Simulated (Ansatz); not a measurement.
Input deck for Ansatz 0.2.0, then the block of the output on the nuclei.

The cell is a Materials Project structure (computed, not necessarily an observed phase).

```yaml
crystal:
  lattice:
    - [3.8073330271, 0.0, 0.0]
    - [-1.9036665135, 3.2972471221, 0.0]
    - [0.0, 0.0, 49.84542432]
  atoms:
    - { symbol: Zn, position: [0.3333333333, 0.6666666667, 0.56266342] }
    - { symbol: Zn, position: [0.6666666667, 0.3333333333, 0.12495042] }
    - { symbol: Zn, position: [0.0, 0.0, 0.37501221] }
    - { symbol: Zn, position: [0.3333333333, 0.6666666667, 0.06250297] }
    - { symbol: Zn, position: [0.6666666667, 0.3333333333, 0.50014282] }
    - { symbol: Zn, position: [0.3333333333, 0.6666666667, 0.3124911] }
    - { symbol: Zn, position: [0.6666666667, 0.3333333333, 0.25000987] }
    - { symbol: Zn, position: [0.0, 0.0, 0.81250552] }
    - { symbol: Zn, position: [0.6666666667, 0.3333333333, 0.74997608] }
    - { symbol: Zn, position: [0.0, 0.0, 0.18750178] }
    - { symbol: Zn, position: [0.3333333333, 0.6666666667, 0.43752021] }
    - { symbol: Zn, position: [0.3333333333, 0.6666666667, 0.9374743] }
    - { symbol: Zn, position: [0.0, 0.0, 0.62504105] }
    - { symbol: Zn, position: [0.6666666667, 0.3333333333, 0.87500453] }
    - { symbol: Zn, position: [0.3333333333, 0.6666666667, 0.6875171] }
    - { symbol: Zn, position: [0.0, 0.0, 6.92e-06] }
    - { symbol: S, position: [0.0, 0.0, 0.23438558] }
    - { symbol: S, position: [0.3333333333, 0.6666666667, 0.35929768] }
    - { symbol: S, position: [0.6666666667, 0.3333333333, 0.29682934] }
    - { symbol: S, position: [0.6666666667, 0.3333333333, 0.54702411] }
    - { symbol: S, position: [0.3333333333, 0.6666666667, 0.10930534] }
    - { symbol: S, position: [0.6666666667, 0.3333333333, 0.7967798] }
    - { symbol: S, position: [0.3333333333, 0.6666666667, 0.98427987] }
    - { symbol: S, position: [0.6666666667, 0.3333333333, 0.92181313] }
    - { symbol: S, position: [0.0, 0.0, 0.85938204] }
    - { symbol: S, position: [0.3333333333, 0.6666666667, 0.60939565] }
    - { symbol: S, position: [0.0, 0.0, 0.42189549] }
    - { symbol: S, position: [0.3333333333, 0.6666666667, 0.73432088] }
    - { symbol: S, position: [0.0, 0.0, 0.67190058] }
    - { symbol: S, position: [0.0, 0.0, 0.0468835] }
    - { symbol: S, position: [0.6666666667, 0.3333333333, 0.17176423] }
    - { symbol: S, position: [0.3333333333, 0.6666666667, 0.48434748] }
kpoints:
  mp_grid: { grid: [8, 8, 1] }
scf:
  occupations: { method: fermi_dirac, width: 0.02 }
hamiltonian:
  xc: r2scan
  pseudopotentials: { kind: paw }
output:
  forces: true
  stress: true
  populations: true
  efg:
    quadrupole_moments_barn: { Zn: 0.122, S: -0.0694 }
    contact_densities: true
  write_density: true
  write_potential: true
  elf: true
  volumetric_format: npy
```

```sh
ansatz run input.yaml --threads 1 --pin off --max-ram 3072MiB --backend cpu --events-out ev --progress --plain --runs-dir out
```

Of the output, the block on the nuclei alone is shown; the set-up, the SCF iterations, energies, forces and stress are cut. One atom of each set with nearly equal values is shown.

```
--- PAW observables at the nuclei: V_zz in 10²¹ V/m², potentials from the cell's mean, atoms counted from 1 ---
  atom   1  Zn V_zz =    +0.031109   η = 0.0000   by run symmetry: allowed   C_q = +0.0918 MHz
            electrostatic potential = -3942.424001 V   contact ρ = 166448.073570 e/Å³
  atom   2  Zn V_zz =    +0.048017   η = 0.0000   by run symmetry: allowed   C_q = +0.1416 MHz
            electrostatic potential = -3942.414509 V   contact ρ = 166448.180175 e/Å³
  atom   3  Zn V_zz =    -0.057664   η = 0.0000   by run symmetry: allowed   C_q = -0.1701 MHz
            electrostatic potential = -3942.411710 V   contact ρ = 166448.098974 e/Å³
  atom   4  Zn V_zz =    +0.076342   η = 0.0000   by run symmetry: allowed   C_q = +0.2252 MHz
            electrostatic potential = -3942.423320 V   contact ρ = 166448.064949 e/Å³
  atom   5  Zn V_zz =    -0.081091   η = 0.0000   by run symmetry: allowed   C_q = -0.2392 MHz
            electrostatic potential = -3942.422022 V   contact ρ = 166448.065529 e/Å³
  atom   6  Zn V_zz =    +0.036259   η = 0.0000   by run symmetry: allowed   C_q = +0.1070 MHz
            electrostatic potential = -3942.416315 V   contact ρ = 166448.178188 e/Å³
  atom   7  Zn V_zz =    +0.088122   η = 0.0000   by run symmetry: allowed   C_q = +0.2600 MHz
            electrostatic potential = -3942.424091 V   contact ρ = 166448.053962 e/Å³
  atom   8  Zn V_zz =    -0.066651   η = 0.0000   by run symmetry: allowed   C_q = -0.1966 MHz
            electrostatic potential = -3942.413591 V   contact ρ = 166448.098603 e/Å³
  atom  11  Zn V_zz =    +0.115889   η = 0.0000   by run symmetry: allowed   C_q = +0.3419 MHz
            electrostatic potential = -3942.425977 V   contact ρ = 166448.024658 e/Å³
  atom  13  Zn V_zz =    -0.054805   η = 0.0000   by run symmetry: allowed   C_q = -0.1617 MHz
            electrostatic potential = -3942.408071 V   contact ρ = 166448.139147 e/Å³
  atom  14  Zn V_zz =    +0.081857   η = 0.0000   by run symmetry: allowed   C_q = +0.2415 MHz
            electrostatic potential = -3942.425525 V   contact ρ = 166448.059824 e/Å³
  atom  17  S  V_zz =    +0.218722   η = 0.0000   by run symmetry: allowed   C_q = -0.3670 MHz
            electrostatic potential = -1632.676304 V   contact ρ = 19734.929538 e/Å³
  atom  18  S  V_zz =    +0.107711   η = 0.0000   by run symmetry: allowed   C_q = -0.1807 MHz
            electrostatic potential = -1632.660135 V   contact ρ = 19734.925189 e/Å³
  atom  19  S  V_zz =    +0.065260   η = 0.0000   by run symmetry: allowed   C_q = -0.1095 MHz
            electrostatic potential = -1632.664045 V   contact ρ = 19734.942008 e/Å³
  atom  20  S  V_zz =    +0.226889   η = 0.0000   by run symmetry: allowed   C_q = -0.3807 MHz
            electrostatic potential = -1632.678788 V   contact ρ = 19734.928227 e/Å³
  atom  21  S  V_zz =    +0.052304   η = 0.0000   by run symmetry: allowed   C_q = -0.0878 MHz
            electrostatic potential = -1632.662036 V   contact ρ = 19734.937216 e/Å³
  atom  22  S  V_zz =    +0.110093   η = 0.0000   by run symmetry: allowed   C_q = -0.1847 MHz
            electrostatic potential = -1632.662673 V   contact ρ = 19734.926212 e/Å³
  atom  23  S  V_zz =    +0.112506   η = 0.0000   by run symmetry: allowed   C_q = -0.1888 MHz
            electrostatic potential = -1632.660686 V   contact ρ = 19734.926724 e/Å³
  atom  24  S  V_zz =    +0.061516   η = 0.0000   by run symmetry: allowed   C_q = -0.1032 MHz
            electrostatic potential = -1632.664690 V   contact ρ = 19734.940410 e/Å³
  atom  25  S  V_zz =    +0.213360   η = 0.0000   by run symmetry: allowed   C_q = -0.3580 MHz
            electrostatic potential = -1632.678345 V   contact ρ = 19734.927874 e/Å³
  atom  26  S  V_zz =    +0.057183   η = 0.0000   by run symmetry: allowed   C_q = -0.0960 MHz
            electrostatic potential = -1632.656369 V   contact ρ = 19734.899863 e/Å³
  atom  29  S  V_zz =    +0.196968   η = 0.0000   by run symmetry: allowed   C_q = -0.3305 MHz
            electrostatic potential = -1632.680502 V   contact ρ = 19734.923222 e/Å³
  atom  31  S  V_zz =    +0.118984   η = 0.0000   by run symmetry: allowed   C_q = -0.1997 MHz
            electrostatic potential = -1632.661230 V   contact ρ = 19734.929691 e/Å³
  atom  32  S  V_zz =    +0.157249   η = 0.0000   by run symmetry: allowed   C_q = -0.2639 MHz
            electrostatic potential = -1632.670919 V   contact ρ = 19734.937948 e/Å³
```

Hardware: 1 thread of Arm Neoverse V2 (aarch64; 8 cores open to the job, memory cap 3.0 GiB, no GPU), a shared host with a load of 0.3 a core. Wall time 6.4 min, CPU time 6.4 min, peak memory 2.5 GiB.

With these PAW files V_zz is typically within 2 to 3 % of all-electron values, but misses above 10 % occur on Zn.
